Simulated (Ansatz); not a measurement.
Write the native input for Ansatz 0.2.0 that does the following.

```
Task                : band structure
Functional          : PBEsol
Potentials or basis : all-electron LAPW, scalar-relativistic
Cutoff              : 271 eV (chosen from the basis error)
Basis error allowed : 0.001 eV/atom
k mesh              : 9 × 9 × 7
Occupations         : fermi-dirac, width 0.05 eV
Spin                : no spin polarisation
```

Crystal: CuAu.

```
Au Cu
1.0
     2.81075    0.00000    0.00000
     0.00000    2.81075    0.00000
     0.00000    0.00000    3.68500
Au Cu
1 1
Direct
  0.00000 0.00000 0.00000
  0.50000 0.50000 0.50000
```

One way to write it, as run:

input.yaml

```yaml
crystal:
  lattice:
    - [2.8107494552, 0.0, 0.0]
    - [0.0, 2.8107494552, 0.0]
    - [0.0, 0.0, 3.685]
  atoms:
    - { symbol: Au, position: [0.0, 0.0, 0.0] }
    - { symbol: Cu, position: [0.5, 0.5, 0.5] }
kpoints:
  mp_grid: { grid: [9, 9, 7] }
  band_path:
    path:
      - [0.0, 0.0, 0.0]
      - [0.0, 0.5, 0.0]
      - [0.5, 0.5, 0.0]
      - [0.0, 0.0, 0.0]
      - [0.0, 0.0, 0.5]
      - [0.0, 0.5, 0.5]
      - [0.5, 0.5, 0.5]
      - [0.0, 0.0, 0.5]
    npoints: 10
scf:
  occupations: { method: fermi_dirac, width: 0.05 }
hamiltonian:
  xc: pbesol
  pseudopotentials: { kind: all_electron, lapw: { basis_error: 0.001 } }
output:
  forces: true
  stress: true
  eigenvalues: true
```

Potentials or basis: all-electron LAPW, scalar-relativistic.

Run with:

```console
$ ansatz run input.yaml --threads 1 --pin off --max-ram 3072MiB --backend cpu --events-out ev --progress --plain --runs-dir out
```

It gave:

```
Pressure                : -4.0 GPa
Band gap along the path : none (metal or under the smearing width)
```

Caveat: spin-orbit coupling is left out, which moves the levels of the heavy elements.

Run time: 35 s on 1 thread of Arm Neoverse V1, on a shared host, peak memory 0.4 GiB.
